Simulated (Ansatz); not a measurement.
**Convergence notes, G0W0 on MgS (P6_3mc)**

A 4-atom cell of MgS (P6_3mc) from a materials database, relaxed with r2SCAN; one-shot G0W0 in Ansatz without spin-orbit coupling. No spin polarisation and no zero-point or thermal motion.

```xyz
4
Lattice="4.0287 0.0000 0.0000 -2.0143 3.4889 0.0000 0.0000 0.0000 6.4542" Properties=species:S:1:pos:R:3 pbc="T T T"
Mg    2.0143    1.1630    3.2085
Mg    0.0000    2.3260    6.4356
S     0.0000    2.3260    2.4389
S     2.0143    1.1630    5.6660
```

Gaps are read over the mesh points alone. G0W0 values are finite-basis, finite-mesh values.

| start | potentials | frequency model | mesh | empty bands | screening cutoff (eV) | Kohn-Sham gap (eV) | G0W0 gap (eV) | rough cost |
| --- | --- | --- | --- | --- | --- | --- | --- | --- |
| r2SCAN | PAW | contour deformation | 6×6×2 | 147 | 80 | 4.15 | 5.28 | 2.6 core-minutes |
| r2SCAN | PAW | contour deformation | 6×6×2 | 341 | 140 | 4.15 | 5.41 | 14 core-minutes |
| r2SCAN | PAW | contour deformation | 6×6×2 | 626 | 210 | 4.15 | 5.47 | 60 core-minutes |
| HSE06 | PAW | contour deformation | 6×6×2 | 341 | 140 | 4.54 | 5.58 | 19 core-minutes |
| LDA | PAW | contour deformation | 6×6×2 | 341 | 140 | 3.18 | 4.90 | 13 core-minutes |
| PBE | PAW | contour deformation | 6×6×2 | 341 | 140 | 3.47 | 5.04 | 13 core-minutes |
| r2SCAN | PAW | Godby-Needs pole | 6×6×2 | 341 | 140 | 4.15 | 5.37 | 13 core-minutes |
| r2SCAN | PAW | contour deformation | 6×6×4 | 147 | 80 | 4.15 | 5.27 | 6 core-minutes |

The quasiparticle gap on this mesh is 5.47 eV (direct at Γ), against 4.15 eV from r2SCAN: +1.32 eV. Renormalisation factors Z lie between 0.78 and 0.83.

Raising bands and cutoff together moves the gap by +0.13 eV (80 to 140 eV), then +0.06 eV (140 to 210 eV); the last step is still large, so the basis limit isn't reached. Starting from HSE06 (4.54 eV against r2SCAN's 4.15 eV) gives 5.58 eV, +0.17 eV from G0W0@r2SCAN at the same screening cutoff. Starting from LDA (3.18 eV against r2SCAN's 4.15 eV) gives 4.90 eV, -0.51 eV from G0W0@r2SCAN at the same screening cutoff. Starting from PBE (3.47 eV against r2SCAN's 4.15 eV) gives 5.04 eV, -0.37 eV from G0W0@r2SCAN at the same screening cutoff. The Godby-Needs plasmon pole differs from contour deformation by -0.04 eV. A 6×6×4 mesh in place of 6×6×2 changes the opening over r2SCAN by -0.01 eV (the gap on the mesh by -0.01 eV). r2SCAN runs take a wave cutoff of 500 eV.
